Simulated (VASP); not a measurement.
# AlN (P6_3mc) in VASP: further runs, part 3 of 3

VASP 6.6.1. The steps go on from the part before.

### 6 Dielectric tensor, PBE

INCAR

```
PREC = Accurate
ENCUT = 650
EDIFF = 1E-8
ISMEAR = 0
SIGMA = 0.01
LREAL = False
LASPH = True
NELM = 100
ALGO = Normal
ISIF = 2
LWAVE = False
LCHARG = False
GGA = PE
LEPSILON = True
```

KPOINTS

```
regular mesh
0
Gamma
  6 6 4
```

POSCAR

```
AlN
1.0
    3.1130000000      0.0000000000      0.0000000000
   -1.5565000000      2.6959370820      0.0000000000
    0.0000000000      0.0000000000      4.9810000000
Al N
2 2
Direct
    0.6666666667      0.3333333333      0.5000000000
    0.3333333333      0.6666666667      0.0000000000
    0.6666666667      0.3333333333      0.8800000000
    0.3333333333      0.6666666667      0.3800000000
```

Potentials or basis: VASP PAW PBE potentials, release 64 (Al, N).

Command:

```bash
cat potpaw_PBE.64/Al/POTCAR potpaw_PBE.64/N/POTCAR > POTCAR
mpirun -np 1 vasp_std > vasp.out
```

OUTCAR:

```text
PREC = Accurate
   ENCUT = 650
   EDIFF = 1E-8
   ISMEAR = 0
   LREAL = False
   LASPH = True
   NELM = 100
   ISIF = 2
   GGA = PE
   LEPSILON = True

 Found     21 irreducible k-points:

 Following reciprocal coordinates:
            Coordinates               Weight
  0.000000  0.000000  0.000000      1.000000
  0.166667  0.000000  0.000000      6.000000
  0.333333  0.000000  0.000000      6.000000
  0.500000  0.000000  0.000000      3.000000
  0.166667  0.166667  0.000000      6.000000
  0.333333  0.166667  0.000000     12.000000
   k-points           NKPTS =     21   k-points in BZ     NKDIM =     21   number of bands    NBANDS=     12
   number of dos      NEDOS =    301   number of ions     NIONS =      4
   total plane-waves  NPLWV =  32928
   dimension x,y,z NGX =    28 NGY =   28 NGZ =   42
   dimension x,y,z NGXF=    56 NGYF=   56 NGZF=   84
   ions per type =               2   2
   NGX,Y,Z   is equivalent  to a cutoff of  14.95, 14.95, 14.02 a.u.
   NGXF,Y,Z  is equivalent  to a cutoff of  29.91, 29.91, 28.04 a.u.
 SYSTEM =  unknown system
   PREC   = accura    normal or accurate (medium, high low for compatibility)
   ISTART =      0    job   : 0-new  1-cont  2-samecut
   ICHARG =      2    charge: 1-file 2-atom 10-const
   ISPIN  =      1    spin polarized calculation?
   LNONCOLLINEAR =      F non collinear calculations
   LSORBIT =      F    spin-orbit coupling
   LASPH  =      T    aspherical Exc in radial PAW
   ENCUT  =  650.0 eV  47.77 Ry    6.91 a.u.   6.47  6.47 10.35*2*pi/ulx,y,z
   NELM   =    100;   NELMIN=  2; NELMDL= -5     # of ELM steps
   EDIFF  = 0.1E-07   stopping-criterion for ELM
   LREAL  =      F    real-space projection
   EDIFFG = 0.1E-06   stopping-criterion for IOM
   NSW    =      0    number of steps for IOM
   IBRION =     -1    ionic relax: 0-MD 1-quasi-New 2-CG
   NFREE  =      0    steps in history (QN), initial steepest desc. (CG)
   ISIF   =      2    stress and relaxation
   ISYM   =      2    0-nonsym 1-usesym 2-fastsym
   POTIM  = 0.5000    time-step for ionic-motion
   TEBEG  =    0.0;   TEEND  =   0.0 temperature during run
   PSTRESS=    0.0 pullay stress
   NELECT =      16.0000    total number of electrons
   NUPDOWN=      -1.0000    fix difference up-down
   EMIN   =  10.00;   EMAX   =-10.00  energy-range for DOS
   EFERMI =   0.00;   METHOD = LEGACY
   ISMEAR =     0;   SIGMA  =   0.01  broadening in eV -4-tet -1-fermi 0-gaus
   EFERMI_NEDOS =   21; number of points for ismear=-14 and -15
   IALGO  =     38    algorithm
   IMIX   =      4    mixing-type and parameters
     AMIX     =   0.40;   BMIX     =  1.00
     AMIX_MAG =   1.60;   BMIX_MAG =  1.00
  volume/ion in A,a.u.               =      10.45        70.52
  Fermi-wavevector in a.u.,A,eV,Ry     =   1.188629  2.246183 19.222843  1.412839
  Thomas-Fermi vector in A             =   2.324754
   LORBIT       =      0    0 simple, 1 ext, 2 COOP (PROOUT), +10 PAW based schemes
   GGA     = PE    functional components
   LHFCALC =     F    Hartree Fock is set to
   AEXX    =    0.0000 exact exchange contribution
   IVDW    =     0    specifies the selected vdW correction
   LEPSILON=     T    determine dielectric tensor
   LRPA    =     F    only Hartree local field effects (RPA)
 non-spin polarized calculation
 Gauss-broadening in eV      SIGMA  =   0.01
[... 112 lines left out ...]
  -------------------------------------------------------------------------------------
  Total        0.7167630      0.7167630      1.1410315      0.0000000     -0.0000000     -0.0000000
  in kB       27.4713965     27.4713965     43.7323470      0.0000000     -0.0000000     -0.0000000
  external PRESSURE =      32.8917133 kB  Pullay stress =       0.0000000 kB

 VOLUME and BASIS-vectors are now :
 -----------------------------------------------------------------------------
  energy-cutoff  :      650.00
  volume of cell :       41.80
      direct lattice vectors                 reciprocal lattice vectors
     3.113000000  0.000000000  0.000000000     0.321233537  0.185464269  0.000000000
    -1.556500000  2.695937082  0.000000000     0.000000000  0.370928538  0.000000000
     0.000000000  0.000000000  4.981000000     0.000000000  0.000000000  0.200762899

 POSITION                                       TOTAL-FORCE (eV/Angst)
 -----------------------------------------------------------------------------------
      1.55650      0.89865      2.49050         0.000000     -0.000000     -0.130194
     -0.00000      1.79729      0.00000        -0.000000      0.000000     -0.130194
      1.55650      0.89865      4.38328        -0.000000      0.000000      0.130194
     -0.00000      1.79729      1.89278         0.000000     -0.000000      0.130194
 -----------------------------------------------------------------------------------
    total drift:                               -0.000000      0.000000      0.000511

  FREE ENERGIE OF THE ION-ELECTRON SYSTEM (eV)
  ---------------------------------------------------
  free  energy   TOTEN  =       -29.7763685887 eV

  energy  without entropy=      -29.7763685887  energy(sigma->0) =      -29.77636859

 HEAD OF MICROSCOPIC STATIC DIELECTRIC TENSOR (INDEPENDENT PARTICLE, excluding Hartree and local field effects)
 ------------------------------------------------------
           4.637319     0.000000     0.000000
           0.000000     4.637319     0.000000
           0.000000    -0.000000     4.768813
 ------------------------------------------------------

 Free energy of the ion-electron system (eV)
  ---------------------------------------------------
  ---------------------------------------------------
  free energy    TOTEN  =        -0.44589631 eV

  energy without entropy =       -0.44589631

------------------------ aborting loop because EDIFF is reached ----------------------------------------

--------------------------------------- Ionic step        2  -------------------------------------------

------------------------ aborting loop because EDIFF is reached ----------------------------------------

--------------------------------------- Ionic step        3  -------------------------------------------

 Free energy of the ion-electron system (eV)
  ---------------------------------------------------
  ---------------------------------------------------
  free energy    TOTEN  =        -0.46297285 eV

  energy without entropy =       -0.46297285

------------------------ aborting loop because EDIFF is reached ----------------------------------------

 PIEZOELECTRIC TENSOR FIELD DIRECTION 3  (e Angst)
 -----------------------------------------------------------------------------
     0.68696  0.00000 -0.00000           (  0.00372  0.00000  0.00000)
     0.00000  0.68696 -0.00000           (  0.00000  0.00372  0.00000)
    -0.00000  0.00000 -1.03757           (  0.00000  0.00000 -0.00232)

 PIEZOELECTRIC TENSOR FIELD DIRECTION 3  (C/m^2)
 -----------------------------------------------------------------------------
     0.26329  0.00000 -0.00000
     0.00000  0.26329 -0.00000
    -0.00000  0.00000 -0.39767

 MACROSCOPIC STATIC DIELECTRIC TENSOR (including local field effects in DFT)
 ------------------------------------------------------
           4.497393     0.000000    -0.000000
           0.000000     4.497393     0.000000
          -0.000000     0.000000     4.645776
 ------------------------------------------------------

 PIEZOELECTRIC TENSOR (including local field effects)  for field in x, y, z        (e  Angst)
          XX          YY          ZZ          XY          YZ          ZX
  --------------------------------------------------------------------------------
  x    -0.00000     0.00000     0.00000    -0.00000     0.00000     0.89117
  y    -0.00000     0.00000    -0.00000     0.00000     0.89117     0.00000
  z     0.68696     0.68696    -1.03757     0.00000     0.00000     0.00000

 PIEZOELECTRIC TENSOR (including local field effects)  for field in x, y, z        (C/m^2)
          XX          YY          ZZ          XY          YZ          ZX
  --------------------------------------------------------------------------------
  x    -0.00000     0.00000     0.00000    -0.00000     0.00000     0.34156
  y    -0.00000     0.00000    -0.00000     0.00000     0.34156     0.00000
  z     0.26329     0.26329    -0.39767     0.00000     0.00000     0.00000

 BORN EFFECTIVE CHARGES (including local field effects) (in |e|, cummulative output)
 ---------------------------------------------------------------------------------
 ion    1
    1     2.52072     0.00000     0.00000
    2     0.00000     2.52072    -0.00000
    3     0.00000    -0.00000     2.66879
 ion    2
    1     2.52072     0.00000     0.00000
    2     0.00000     2.52072     0.00000
    3     0.00000     0.00000     2.66879
 ion    3
    1    -2.52072    -0.00000     0.00000
    2     0.00000    -2.52072     0.00000
    3     0.00000    -0.00000    -2.66879
 ion    4
    1    -2.52072     0.00000     0.00000
    2     0.00000    -2.52072     0.00000
    3     0.00000     0.00000    -2.66879
```

It took 2 min on 1 thread of AMD EPYC 7R13 (Zen 3), shared host; peak memory 0.21 GiB.

These settings aren't checked as converged: the numbers below hold their error.

Results:

- Band gap on the k mesh: 4.22 eV, direct
- Electronic dielectric tensor (diagonal): 4.50, 4.50, 4.65
- Born charges (mean of the diagonal): Al +2.57; N -2.57 e
